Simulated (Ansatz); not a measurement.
**Where the states of MnSi lie**

```cif
data_structure
_symmetry_space_group_name_H-M 'Fm-3m'
_symmetry_Int_Tables_number 225
_cell_length_a 4.8450
_cell_length_b 4.8450
_cell_length_c 4.8450
_cell_angle_alpha 90.000
_cell_angle_beta 90.000
_cell_angle_gamma 90.000
_cell_volume 113.73
loop_
_atom_site_label
_atom_site_type_symbol
_atom_site_symmetry_multiplicity
_atom_site_Wyckoff_symbol
_atom_site_fract_x
_atom_site_fract_y
_atom_site_fract_z
_atom_site_occupancy
Mn1 Mn 4 a 0.00000 0.00000 0.00000 1
Si1 Si 4 b 0.50000 0.00000 0.00000 1
```

The runs use the primitive cell with vectors (0.000, 2.422, 2.422), (2.422, 0.000, 2.422), (2.422, 2.422, 0.000) Å, to which the k mesh refers.

The cell was built from the rocksalt type and relaxed in the same program, and has space group Fm-3m; it needn't be a known or the stable phase.

The magnetic state is the one reached from the start moments; no search over orders was made, so it needn't be the ground state.

Theory: Ansatz 0.2.0, DFT, PBE, all-electron LAPW, scalar-relativistic.

The runs use a Γ-centred 15×15×15 k mesh, Fermi–Dirac smearing of 0.05 eV, basis error target 1 meV/atom, spin-polarised from start moments Mn1 4 μB, ending with a cell moment of 2.48 μB.

States per eV and cell, averaged over 0.4 eV, from -5.8 to 4.0 eV, with energies (bin centres) from the Fermi level; empty bins are left out. The partial columns, the largest 4 alone, are projections on Löwdin-orthogonalised atomic shells (those that the program's projection atoms carry: the occupied ones and, for some elements, an empty d or f shell; other empty shells have no column), summed over atoms of an element and both spins. Weights on diffuse s and p shells depend on that basis and aren't pure angular character.

| E (eV) | spin-up | spin-down | Mn 3d | Si 3p | Si 3s | Mn 4s |
| --- | --- | --- | --- | --- | --- | --- |
| -5.7 | 0.18 | 0.09 | 0.06 | 0.15 | 0.02 | 0.03 |
| -5.3 | 0.30 | 0.16 | 0.12 | 0.26 | 0.04 | 0.04 |
| -4.9 | 0.55 | 0.26 | 0.24 | 0.44 | 0.06 | 0.06 |
| -4.5 | 0.75 | 0.69 | 0.36 | 0.91 | 0.08 | 0.05 |
| -4.1 | 0.92 | 0.49 | 0.61 | 0.69 | 0.07 | 0.02 |
| -3.7 | 1.18 | 0.42 | 0.96 | 0.55 | 0.05 | 0.01 |
| -3.3 | 1.34 | 0.55 | 1.23 | 0.59 | 0.03 | 0.01 |
| -2.9 | 1.54 | 0.61 | 1.46 | 0.62 | 0.02 | 0.01 |
| -2.5 | 0.81 | 0.71 | 1.06 | 0.40 | 0.01 | 0.01 |
| -2.1 | 1.20 | 1.57 | 2.08 | 0.63 | 0.01 | 0.01 |
| -1.7 | 2.78 | 0.97 | 3.28 | 0.40 | 0.02 | 0.02 |
| -1.3 | 0.84 | 0.56 | 1.07 | 0.27 | 0.02 | 0.03 |
| -0.9 | 0.93 | 0.34 | 0.87 | 0.28 | 0.02 | 0.08 |
| -0.5 | 0.53 | 0.18 | 0.41 | 0.21 | 0.03 | 0.04 |
| -0.1 | 0.51 | 0.75 | 0.78 | 0.32 | 0.05 | 0.06 |
| 0.3 | 0.66 | 1.11 | 1.18 | 0.33 | 0.08 | 0.09 |
| 0.7 | 0.60 | 1.70 | 1.69 | 0.34 | 0.09 | 0.09 |
| 1.1 | 0.54 | 1.54 | 1.56 | 0.32 | 0.07 | 0.06 |
| 1.5 | 0.50 | 1.60 | 1.43 | 0.36 | 0.08 | 0.16 |
| 1.9 | 0.46 | 1.07 | 0.87 | 0.43 | 0.09 | 0.08 |
| 2.3 | 0.43 | 0.85 | 0.60 | 0.48 | 0.08 | 0.05 |
| 2.7 | 0.40 | 0.70 | 0.43 | 0.49 | 0.06 | 0.04 |
| 3.1 | 0.37 | 0.60 | 0.33 | 0.49 | 0.04 | 0.03 |
| 3.5 | 0.34 | 0.56 | 0.25 | 0.49 | 0.04 | 0.03 |
| 3.9 | 0.30 | 0.41 | 0.19 | 0.38 | 0.04 | 0.02 |

Which of the resolved shells contributes most within 0.3 eV of the Fermi level?

Mn 3d, with 63 % of all states there; Si 3p follows with 23 %.

Where is the centre of the filled Mn 3d states between -14 eV and the top of the filled states?

-2.44 eV from the Fermi level.
